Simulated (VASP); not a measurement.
# MoSe2 (P6_3/mmc) in VASP: further runs

One crystal, MoSe2, is run at these levels: PBE+D3(BJ); tasks: relaxation of cell and atoms, relaxation of shape and atoms at fixed volume.

Program: VASP 6.6.1. These are calculated values, not measurements. Logs are shortened: lines on timing, memory, paths and dates and some standing lists are left out, and cuts for length are marked.

## Step 1: The crystal as given

It takes space group P6_3/mmc (No. 194, hexagonal). Conventional cell: a = 3.288 Å, b = 3.288 Å, c = 12.900 Å, α = 90.00°, β = 90.00°, γ = 120.00°. Mo (site symmetry -6m2) is surrounded by 6 Se at 2.49 Å. Se (site symmetry 3m) is surrounded by 3 Mo at 2.49 Å.

## Step 2: Relaxation of cell and atoms, PBE+D3(BJ)

INCAR

```
PREC = Accurate ; ENCUT = 600
EDIFF = 1E-6 ; ISMEAR = 0
SIGMA = 0.03 ; LREAL = F
LASPH = T ; NELM = 80
ALGO = Normal ; ISIF = 3
LWAVE = F ; LCHARG = F
GGA = PE ; IVDW = 12
IBRION = 2 ; NSW = 90
EDIFFG = -0.01 ; KPAR = 2
```

KPOINTS

```
regular mesh
0
Gamma
  9 9 2
```

POSCAR

```
MoSe2
1.0
    3.2880000000      0.0000000000      0.0000000000
   -1.6440000000      2.8474915276      0.0000000000
    0.0000000000      0.0000000000     12.9000000000
Mo Se
2 4
Direct
    0.3333333333      0.6666666667      0.2500000000
    0.6666666667      0.3333333333      0.7500000000
    0.3333333333      0.6666666667      0.6250000000
    0.6666666667      0.3333333333      0.1250000000
    0.3333333333      0.6666666667      0.8750000000
    0.6666666667      0.3333333333      0.3750000000
```

Potentials or basis: VASP PAW PBE potentials, release 64 (Mo_sv, Se).

The run is started by

```bash
cat potpaw_PBE.64/Mo_sv/POTCAR potpaw_PBE.64/Se/POTCAR > POTCAR
mpirun -np 2 vasp_std > vasp.out
```

OUTCAR:

```text
PREC = Accurate
   ENCUT = 600
   EDIFF = 1E-6
   ISMEAR = 0
   LREAL = F
   LASPH = T
   NELM = 80
   ISIF = 3
   GGA = PE
   IVDW = 12
   IBRION = 2
   NSW = 90
   EDIFFG = -0.01
 IVDW          = 12

 ion  position               nearest neighbor table
   1  0.333  0.667  0.250-   4 2.49   6 2.49   4 2.49   6 2.49   4 2.49   6 2.49
   2  0.667  0.333  0.750-   3 2.49   5 2.49   3 2.49   5 2.49   3 2.49   5 2.49
   3  0.333  0.667  0.625-   2 2.49   2 2.49   2 2.49
   4  0.667  0.333  0.125-   1 2.49   1 2.49   1 2.49
   5  0.333  0.667  0.875-   2 2.49   2 2.49   2 2.49
   6  0.667  0.333  0.375-   1 2.49   1 2.49   1 2.49

  LATTYP: Found a hexagonal cell.
 ALAT       =     3.2880000000
 C/A-ratio  =     3.9233576642

  Lattice vectors:

 A1 = (   3.2880000000,   0.0000000000,   0.0000000000)
 A2 = (  -1.6440000000,   2.8474915276,   0.0000000000)
 A3 = (   0.0000000000,   0.0000000000,  12.9000000000)

Analysis of symmetry for initial positions (statically):
=====================================================================
 Subroutine PRICEL returns:
 Original cell was already a primitive cell.

 Routine SETGRP: Setting up the symmetry group for a
 hexagonal supercell.

 Subroutine GETGRP returns: Found 24 space group operations
 (whereof 12 operations were pure point group operations)
 out of a pool of 24 trial point group operations.

The static configuration has the point symmetry D_3d.
 The point group associated with its full space group is D_6h.

Analysis of symmetry for dynamics (positions and initial velocities):
=====================================================================
 Subroutine PRICEL returns:
 Original cell was already a primitive cell.

 Routine SETGRP: Setting up the symmetry group for a
 hexagonal supercell.

 Subroutine GETGRP returns: Found 24 space group operations
 (whereof 12 operations were pure point group operations)
 out of a pool of 24 trial point group operations.

The dynamic configuration has the point symmetry D_3d.
 The point group associated with its full space group is D_6h.

 Subroutine INISYM returns: Found 24 space group operations
 (whereof 12 operations are pure point group operations),
 and found     1 'primitive' translations

----------------------------------------------------------------------------------------

                                     Primitive cell

  volume of cell :     120.7769

  direct lattice vectors                    reciprocal lattice vectors
     3.288000000  0.000000000  0.000000000     0.304136253  0.175593148  0.000000000
    -1.644000000  2.847491528  0.000000000     0.000000000  0.351186295  0.000000000
     0.000000000  0.000000000 12.900000000     0.000000000  0.000000000  0.077519380

  length of vectors
     3.288000000  3.288000000 12.900000000     0.351186295  0.351186295  0.077519380

  position of ions in fractional coordinates (direct lattice)
     0.333333333  0.666666667  0.250000000
     0.666666667  0.333333333  0.750000000
     0.333333333  0.666666667  0.625000000
     0.666666667  0.333333333  0.125000000
     0.333333333  0.666666667  0.875000000
     0.666666667  0.333333333  0.375000000

  ion indices of the primitive-cell ions
   primitive index   ion index
                 1           1
                 2           2
                 3           3
                 4           4
                 5           5
                 6           6

----------------------------------------------------------------------------------------

 KPOINTS: regular mesh

Automatic generation of k-mesh.
 Grid dimensions read from file:
 generate k-points for:    9    9    2

 Generating k-lattice:

  Cartesian coordinates                     Fractional coordinates (reciprocal lattice)
     0.033792917  0.019510350  0.000000000     0.111111111  0.000000000  0.000000000
     0.000000000  0.039020699  0.000000000     0.000000000  0.111111111  0.000000000
     0.000000000  0.000000000  0.038759690     0.000000000  0.000000000  0.500000000

  Length of vectors
     0.039020699  0.039020699  0.038759690

  Shift w.r.t. Gamma in fractional coordinates (k-lattice)
     0.000000000  0.000000000  0.000000000

 Subroutine IBZKPT returns following result:
 ===========================================

 Found     24 irreducible k-points:

 Following reciprocal coordinates:
            Coordinates               Weight
  0.000000  0.000000  0.000000      1.000000
  0.111111  0.000000  0.000000      6.000000
  0.222222 -0.000000  0.000000      6.000000
  0.333333  0.000000  0.000000      6.000000
  0.444444 -0.000000  0.000000      6.000000
  0.111111  0.111111  0.000000      6.000000
[... 16 lines left out ...]
  0.333333  0.222222  0.500000     12.000000
  0.333333  0.333333  0.500000      2.000000
   k-points           NKPTS =     24   k-points in BZ     NKDIM =     24   number of bands    NBANDS=     31
   number of dos      NEDOS =    301   number of ions     NIONS =      6
   total plane-waves  NPLWV =  84672
   dimension x,y,z NGX =    28 NGY =   28 NGZ =  108
   dimension x,y,z NGXF=    56 NGYF=   56 NGZF=  216
   ions per type =               2   4
   NGX,Y,Z   is equivalent  to a cutoff of  14.16, 14.16, 13.92 a.u.
   NGXF,Y,Z  is equivalent  to a cutoff of  28.31, 28.31, 27.84 a.u.
 SYSTEM =  unknown system
   PREC   = accura    normal or accurate (medium, high low for compatibility)
   ISTART =      0    job   : 0-new  1-cont  2-samecut
   ICHARG =      2    charge: 1-file 2-atom 10-const
   ISPIN  =      1    spin polarized calculation?
   LNONCOLLINEAR =      F non collinear calculations
   LSORBIT =      F    spin-orbit coupling
   LASPH  =      T    aspherical Exc in radial PAW
   ENCUT  =  600.0 eV  44.10 Ry    6.64 a.u.   6.57  6.57 25.76*2*pi/ulx,y,z
   NELM   =     80;   NELMIN=  2; NELMDL= -5     # of ELM steps
   EDIFF  = 0.1E-05   stopping-criterion for ELM
   LREAL  =      F    real-space projection
   EDIFFG = -.1E-01   stopping-criterion for IOM
   NSW    =     90    number of steps for IOM
   IBRION =      2    ionic relax: 0-MD 1-quasi-New 2-CG
   NFREE  =      1    steps in history (QN), initial steepest desc. (CG)
   ISIF   =      3    stress and relaxation
   ISYM   =      2    0-nonsym 1-usesym 2-fastsym
   POTIM  = 0.5000    time-step for ionic-motion
   TEBEG  =    0.0;   TEEND  =   0.0 temperature during run
   PSTRESS=    0.0 pullay stress
   NELECT =      52.0000    total number of electrons
   NUPDOWN=      -1.0000    fix difference up-down
   EMIN   =  10.00;   EMAX   =-10.00  energy-range for DOS
   EFERMI =   0.00;   METHOD = LEGACY
   ISMEAR =     0;   SIGMA  =   0.03  broadening in eV -4-tet -1-fermi 0-gaus
   EFERMI_NEDOS =   21; number of points for ismear=-14 and -15
   IALGO  =     38    algorithm
   IMIX   =      4    mixing-type and parameters
     AMIX     =   0.40;   BMIX     =  1.00
     AMIX_MAG =   1.60;   BMIX_MAG =  1.00
  volume/ion in A,a.u.               =      20.13       135.84
  Fermi-wavevector in a.u.,A,eV,Ry     =   1.236179  2.336039 20.791580  1.528138
  Thomas-Fermi vector in A             =   2.370798
   LORBIT       =      0    0 simple, 1 ext, 2 COOP (PROOUT), +10 PAW based schemes
   GGA     = PE    functional components
   LHFCALC =     F    Hartree Fock is set to
   AEXX    =    0.0000 exact exchange contribution
   IVDW    =    12    specifies the selected vdW correction
   LEPSILON=     F    determine dielectric tensor
   LRPA    =     F    only Hartree local field effects (RPA)
 conjugate gradient relaxation of ions
 non-spin polarized calculation
 Gauss-broadening in eV      SIGMA  =   0.03
  energy-cutoff  :      600.00
  volume of cell :      120.78
 maximum number of plane-waves:      4085
 NGX is ok and might be reduce to    28
   NGX = 13   NGY = 13   NGZ = 51

--------------------------------------- Ionic step        1  -------------------------------------------

 number of electron      52.0000000 magnetization

 Free energy of the ion-electron system (eV)
  ---------------------------------------------------
  ext. energy  EPLUGINS =         0.00000000
  ---------------------------------------------------
  free energy    TOTEN  =       -39.72286923 eV

  energy without entropy =      -39.72286923  energy(sigma->0) =      -39.72286923

------------------------ aborting loop because EDIFF is reached ----------------------------------------

 Edisp (eV)   -2.81791

 E8    (eV) :    -1.2164

  FORCE on cell =-STRESS in cart. coord.  units (eV):
  Direction    XX          YY          ZZ          XY          YZ          ZX
  --------------------------------------------------------------------------------------
  -------------------------------------------------------------------------------------
  Total       2.00732     2.00732     6.19748    -0.00000     0.00000    -0.00000
  in kB      26.62825    26.62825    82.21330    -0.00000     0.00000    -0.00000
  external pressure =       45.16 kB  Pullay stress =        0.00 kB
[... 109 lines left out ...]
  FREE ENERGIE OF THE ION-ELECTRON SYSTEM (eV)
  ---------------------------------------------------
  free  energy   TOTEN  =       -42.6480674993 eV

  energy  without entropy=      -42.6480674993  energy(sigma->0) =      -42.64806750

[... ionic steps 4 to 11 ...]

--------------------------------------- Ionic step       12  -------------------------------------------

 number of electron      52.0000002 magnetization

------------------------ aborting loop because EDIFF is reached ----------------------------------------

 Edisp (eV)   -2.87569

 E8    (eV) :    -1.2406
[... 77 lines left out ...]
  energy  without entropy=      -42.6832728265  energy(sigma->0) =      -42.68327283

--------------------------------------- Ionic step       14  -------------------------------------------

 number of electron      52.0000002 magnetization

 Free energy of the ion-electron system (eV)
  ---------------------------------------------------
  ext. energy  EPLUGINS =         0.00000000
  ---------------------------------------------------
  free energy    TOTEN  =       -39.81140704 eV

  energy without entropy =      -39.81140704  energy(sigma->0) =      -39.81140704

 E-fermi :   6.9794     XC(G=0): -10.8318

 val. band max:        6.7250385793   @ k =   0.0000   0.0000   0.0000
 cond. band min:       7.5672989121   @ k =   0.2222   0.1111   0.0000
 fundamental gap:      0.8422603327
 Fermi energy:         6.9793555138

 k-point     1 :       0.0000    0.0000    0.0000
  band No.  band energies     occupation
      1     -54.4806      2.00000
      2     -54.4806      2.00000
      3     -28.6511      2.00000
      4     -28.6510      2.00000
      5     -28.4536      2.00000
      6     -28.4536      2.00000
[... 842 lines left out ...]
  FREE ENERGIE OF THE ION-ELECTRON SYSTEM (eV)
  ---------------------------------------------------
  free  energy   TOTEN  =       -42.6851719021 eV

  energy  without entropy=      -42.6851719021  energy(sigma->0) =      -42.68517190

 reached required accuracy - stopping structural energy minimisation
```

Wall time 11 min (2 MPI ranks of AMD EPYC 7R13 (Zen 3), shared host); peak memory 0.33 GiB.

What came out:

```
Free energy                            : -42.6852 eV
Relaxed volume                         : 19.74 Å³/atom
Relaxed cell                           : a = 3.279 Å, b = 3.279 Å, c = 12.725 Å, α = 90.00°, β = 90.00°, γ = 120.00°
Space group after relaxing (to 0.05 Å) : P6_3/mmc (No. 194)
Energy gained by relaxing              : 24.1 meV/atom
Ionic steps                            : 14
Pressure after relaxing                : 0.0 GPa
Band gap on the k mesh                 : 0.84 eV, indirect (least direct gap 1.46 eV)
Dispersion energy per atom             : -0.479 eV
```

Step by step:
| step | energy change (eV) | largest force (eV/Å) | pressure (GPa) | volume (Å³) |
| --- | --- | --- | --- | --- |
| 1 | 0.0000 | 1.1441 | 4.52 | 120.78 |
| 2 | 0.2308 | 1.2853 | -9.26 | 130.92 |
| 3 | -0.1073 | 0.1481 | -1.23 | 124.27 |
| 4 | -0.1075 | 0.1809 | -1.04 | 124.14 |
| 5 | -0.1225 | 0.1168 | -0.28 | 122.48 |
| 6 | -0.1232 | 0.0997 | -0.06 | 122.02 |
| 7 | -0.1275 | 0.0908 | -0.06 | 121.61 |
| 8 | -0.1379 | 0.0632 | -0.04 | 120.35 |
| 9 | -0.1435 | 0.0013 | 0.20 | 117.83 |
| 10 | -0.1443 | 0.0241 | 0.12 | 118.56 |
| 11 | -0.1444 | 0.0212 | 0.12 | 118.46 |
| 12 | -0.1443 | 0.0191 | 0.13 | 118.39 |
| 13 | -0.1425 | 0.1161 | -0.76 | 118.94 |
| 14 | -0.1444 | 0.0004 | 0.01 | 118.46 |

Final structure:
```
Mo Se
1.0
     3.27866    0.00000    0.00000
    -1.63933    2.83941    0.00000
     0.00000    0.00000   12.72501
Mo Se
2 4
Direct
  0.33333 0.66667 0.25000
  0.66667 0.33333 0.75000
  0.33333 0.66667 0.61833
  0.66667 0.33333 0.11833
  0.33333 0.66667 0.88167
  0.66667 0.33333 0.38167
```

Levels at points of the mesh, in eV from the valence-band top:
```
           k point  band 22  band 23  band 24  band 25  band 26  band 27  band 28  band 29  band 30  band 31
(0.00, 0.00, 0.00)    -1.48    -1.48    -1.19    -0.67     0.00     2.46     2.46     2.54     2.54     2.60
(0.00, 0.00, 0.50)    -1.51    -1.51    -1.51    -0.16    -0.16     2.47     2.47     2.47     2.47     2.75
```

Caveat: an odd mesh through Γ misses points on the zone boundary, where band edges often lie. PBE gaps usually lie below the measured ones, often by a third to a half.

[end of part 1 of 2]
